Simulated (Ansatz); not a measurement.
# Si3N4 (P6_3/m): the host for defect calculations

Aim: the runs on the perfect crystal Si3N4 (P6_3/m) that a defect calculation needs first.

Main program and level: Ansatz 0.2.0; plane-wave PAW DFT, PBEsol; relaxation of the host's cell and atoms; PAW set soft_1, in the first sound run; inputs show where later runs differ.

This is a report of a sequence of runs, with most program output left out.

## Step 1: Starting point

Symmetry: P6_3/m, No. 176, hexagonal system. The conventional cell has a = 7.605 Å, b = 7.605 Å, c = 2.905 Å, α = 90.00°, β = 90.00°, γ = 120.00°. Si has 4 N at 1.73 to 1.74 Å nearest. N has 3 Si at 1.73 Å nearest. N has 3 Si at 1.73 to 1.74 Å nearest. Farther neighbours and most contacts between anions are not listed.

Coordinates:

```xyz
14
Lattice="7.6045 0.0000 0.0000 -3.8023 6.5857 0.0000 0.0000 0.0000 2.9052" Properties=species:S:1:pos:R:3 pbc="T T T"
Si   -1.3794    5.4329    2.1789
Si    2.2099    1.5218    0.7263
Si    4.0154    3.9110    0.7263
Si   -0.2131    2.6747    2.1789
Si    1.5924    5.0639    2.1789
Si    5.1817    1.1528    0.7263
N     0.0000    4.3905    2.1789
N     3.8023    2.1952    0.7263
N     4.8233    4.4115    2.1789
N    -1.4088    6.3828    0.7263
N     2.4298    4.6144    0.7263
N     1.3725    1.9714    2.1789
N    -1.0210    2.1743    0.7263
N     5.2111    0.2029    2.1789
```

## Step 2: Host cell relaxation

Cell and atoms are relaxed together, until forces and stress fall under their thresholds.

cell/input.yaml reads:

```yaml
crystal:
  lattice:
    - [7.6045444, 0.0, 0.0]
    - [-3.8022722, 6.5857287, 0.0]
    - [0.0, 0.0, 2.9051991]
  atoms:
    - { symbol: Si, position: [0.23108243, 0.82494615, 0.75] }
    - { symbol: Si, position: [0.40613628, 0.23108243, 0.25] }
    - { symbol: Si, position: [0.82494615, 0.59386372, 0.25] }
    - { symbol: Si, position: [0.17505385, 0.40613628, 0.75] }
    - { symbol: Si, position: [0.59386372, 0.76891757, 0.75] }
    - { symbol: Si, position: [0.76891757, 0.17505385, 0.25] }
    - { symbol: "N", position: [0.33333333, 0.66666667, 0.75] }
    - { symbol: "N", position: [0.66666667, 0.33333333, 0.25] }
    - { symbol: "N", position: [0.96919449, 0.6698534, 0.75] }
    - { symbol: "N", position: [0.29934109, 0.96919449, 0.25] }
    - { symbol: "N", position: [0.6698534, 0.70065891, 0.25] }
    - { symbol: "N", position: [0.3301466, 0.29934109, 0.75] }
    - { symbol: "N", position: [0.03080551, 0.3301466, 0.25] }
    - { symbol: "N", position: [0.70065891, 0.03080551, 0.75] }
basis:
  ecutwfc: 420
  xc_grid: 2
hamiltonian:
  xc: pbesol
  pseudopotentials: { kind: paw, azcp: { folder: soft_1 }, xc_functional: pbe }
kpoints:
  mp_grid: { grid: [4, 4, 10] }
scf:
  occupations: { method: fixed }
  max_iter: 100
relax:
  f_tol: 0.005
  max_steps: 60
  cell: {}
output:
  forces: true
  stress: true
checkpoint:
  write: "../cell.run"
  compress: false
  write_wavefunctions: false
  write_every: 100000
```

Run with:

```
$ ansatz run input.yaml --threads 32 --pin off --max-ram 84787MiB --backend cuda --events-out ev --progress --plain --runs-dir out --max-vram 78GiB
```

Wall time 3.1 s (1 × NVIDIA GB200 with 32 threads of Arm Neoverse V2, shared host); peak memory 1.1 GiB; 10 s of CPU time.

Step by step:

| step | energy less that of the first step (eV) | largest force component (eV/Å) | pressure (GPa) | volume (Å³) |
| --- | --- | --- | --- | --- |
| 1 | 0.0000 | 0.0515 | 1.94 | 145.50 |
| 2 | -0.0051 | 0.0393 | 0.98 | 146.00 |
| 3 | -0.0065 | 0.0127 | -0.01 | 146.52 |
| 4 | -0.0065 | 0.0060 | -0.01 | 146.51 |
| 5 | -0.0066 | 0.0025 | 0.00 | 146.51 |
| 6* | -0.0084 | 0.0025 | 0.02 | 146.51 |

Relaxation steps marked * repeat the geometry before them on a plane-wave basis chosen anew for their cell, so energy and pressure can jump there.

Forces are held to the 12 operations that the run works with; a distortion that breaks them can't arise in this run.

| conventional cell, symmetrised | before | after | change |
| --- | --- | --- | --- |
| a (Å) | 7.605 | 7.624 | +0.3 % |
| b (Å) | 7.605 | 7.624 | +0.3 % |
| c (Å) | 2.905 | 2.910 | +0.2 % |
| volume (Å³/atom) | 10.39 | 10.47 | +0.7 % |

Final coordinates:

```xyz
14
Lattice="7.6245 0.0000 0.0000 -3.8122 6.6030 0.0000 0.0000 0.0000 2.9103" Properties=species:S:1:pos:R:3 pbc="T T T"
Si   -1.3768    5.4545    2.1827
Si    2.2124    1.5349    0.7276
Si    4.0353    3.9196    0.7276
Si   -0.2231    2.6834    2.1827
Si    1.5999    5.0681    2.1827
Si    5.1891    1.1485    0.7276
N     0.0000    4.4020    2.1827
N     3.8123    2.2010    0.7276
N     4.8445    4.4239    2.1827
N    -1.4090    6.4074    0.7276
N     2.4412    4.6195    0.7276
N     1.3710    1.9835    2.1827
N    -1.0322    2.1790    0.7276
N     5.2212    0.1956    2.1827
```

This step gave:

- pressure: 0.02017 GPa

The relaxation ends with a largest force component of 0.0025 eV/Å and a pressure of 0.02 GPa.

## Step 3: Dielectric tensors of the host

The response to a uniform electric field gives the electronic dielectric tensor.

This step: plane-wave PAW DFPT, PBEsol; dielectric tensors, Born charges and zone-centre modes of the host; PAW set soft_1 (Ansatz 0.2.0).

eps/input.yaml reads:

```yaml
crystal:
  lattice:
    - [7.62445581, 0.0, 0.0]
    - [-3.812227905, 6.6029724215, 0.0]
    - [0.0, 0.0, 2.9102563488]
  atoms:
    - { symbol: Si, position: [0.232445565, 0.8260559962, 0.75] }
    - { symbol: Si, position: [0.4063895688, 0.232445565, 0.25] }
    - { symbol: Si, position: [0.8260559962, 0.5936104312, 0.25] }
    - { symbol: Si, position: [0.1739440038, 0.4063895688, 0.75] }
    - { symbol: Si, position: [0.5936104312, 0.767554435, 0.75] }
    - { symbol: Si, position: [0.767554435, 0.1739440038, 0.25] }
    - { symbol: "N", position: [0.3333333333, 0.6666666667, 0.75] }
    - { symbol: "N", position: [0.6666666667, 0.3333333333, 0.25] }
    - { symbol: "N", position: [0.9703841729, 0.6699911592, 0.75] }
    - { symbol: "N", position: [0.3003930137, 0.9703841729, 0.25] }
    - { symbol: "N", position: [0.6699911592, 0.6996069863, 0.25] }
    - { symbol: "N", position: [0.3300088408, 0.3003930137, 0.75] }
    - { symbol: "N", position: [0.0296158271, 0.3300088408, 0.25] }
    - { symbol: "N", position: [0.6996069863, 0.0296158271, 0.75] }
basis:
  ecutwfc: 420
hamiltonian:
  xc: pbesol
  pseudopotentials: { kind: paw, azcp: { folder: soft_1 }, xc_functional: pbe }
kpoints:
  mp_grid: { grid: [4, 4, 8] }
scf:
  occupations: { method: fixed }
  max_iter: 100
phonons:
  method: dfpt
  dielectric: true
  rigid_motions: translations
```

Elapsed: 12 s, on 1 × NVIDIA GB200 with 32 threads; peak memory 2.6 GiB.

Electronic dielectric tensor:

```
4.29 0.00 0.00
0.00 4.29 0.00
0.00 0.00 4.37
```

Static dielectric tensor:

```
8.29 0.00 0.00
0.00 8.29 0.00
0.00 0.00 8.25
```

The principal values of the electronic dielectric tensor are 4.29, 4.29 and 4.37. The principal values of the static dielectric tensor are 8.25, 8.29 and 8.29.

(Continued in part 2 of 2.)

[Logs are printed without paths, hosts, clocks, repeated set-up lines and the standing remarks that a program may print on its own settings, such as how far it seeks lower states.]

[Hosts, paths, dates, database ids (printed as entryN), source tags and the programs' standing remarks are cut or masked in the printed files.]

[Runs of the host that timed out are not shown.]

[For some hosts the program warned that the k-mesh of the response run may be too coarse for force constants and the static dielectric constant; such warnings are not always shown.]
